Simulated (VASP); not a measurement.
Given:

```
CoPt
1.0
    2.65824     0.00000     0.00000
    0.00000     2.65824     0.00000
    0.00000     0.00000     3.65404
Co Pt
1 1
Direct
  0.97179   0.00000   0.00000
  0.50000   0.50000   0.50000
```
Starting moments (μB, in the order of the record's atoms Co Pt): 1.8 0.4.

The numbers are results of PBEsol GGA, VASP's PBE PAW potentials (set 64) (plane waves; VASP 6.6.1), not measurements. Numerical set-up: 480 eV cut-off, 12×12×10 Γ-centred mesh, first-order Methfessel-Paxton smearing of 0.10 eV, potentials Co Pt.

Give the force on each atom (eV/Å).

```
atom      Fx     Fy     Fz
----  ------  -----  -----
Co1    0.329  0.000  0.000
Pt2   -0.329  0.000  0.000
```

Give the stress tensor in GPa (positive for a compressed cell).

```
0.40  0.00  0.00
0.00  0.49  0.00
0.00  0.00  0.51
```
The pressure is its mean diagonal, 0.47 GPa.

The compound is CoPt in the L1_0 structure. This cell was strained or had an atom moved on purpose.
